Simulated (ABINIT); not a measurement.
A run of ABINIT 10.8.3 (patched build) is set up as follows.

The input run.abi:

```
# Pseudopotentials
pp_dirpath "./"
pseudos "Rh.GGA_PBE-JTH.xml"

# Structure
acell 2.6839652093 2.6839652093 2.6839652093 Angstrom
rprim
     0.0000000000     0.7071067812     0.7071067812
     0.7071067812     0.0000000000     0.7071067812
     0.7071067812     0.7071067812     0.0000000000
ntypat 1
znucl 45
natom 1
typat 1
xred
     0.0000000000     0.0000000000     0.0000000000
chkprim 0
chksymtnons 0
tolsym 1.0e-6

# Plane-wave basis
ecut 16.0
pawecutdg 32.0
pawxcdev 0

# k points
kptopt 1
ngkpt 12 12 12
nshiftk 1
shiftk 0.0 0.0 0.0

# Exchange and correlation
ixc -116133

# Bands and occupations
nband 13
occopt 3
tsmear 0.05 eV

# SCF cycle
nstep 100
tolvrs 1.0e-9

# Output
iomode 3
prtwf 0
prtden 0
prteig 0
prtebands 0
enunit 2

# Relaxation
ionmov 2
ntime 60
tolmxf 0.0001
optcell 2
dilatmx 1.08
ecutsm 0.5
```

Potentials or basis: JTH PAW PBE v2.0.

The run is started by

```console
$ abinit run.abi > log 2>&1
```

Question: What does it give for the band gap on the k mesh?

Answer: None (metal or under the smearing width).

Question: Predict the relaxed cell.

Answer: a = 2.675 Å, b = 2.675 Å, c = 2.675 Å, α = 60.00°, β = 60.00°, γ = 60.00°.

Question: Estimate the relaxed volume.

Answer: 13.53 Å³/atom.

Question: Estimate the space group after relaxing (to 0.05 Å).

Answer: Fm-3m (No. 225).

Final structure:
```
CELL_PARAMETERS angstrom
0.00000 1.89128 1.89128
1.89128 0.00000 1.89128
1.89128 1.89128 0.00000
ATOMIC_POSITIONS crystal
Rh 0.00000 0.00000 0.00000
```

Caveat: the PAW data sets were made with another functional, which shifts forces and pressure a little.
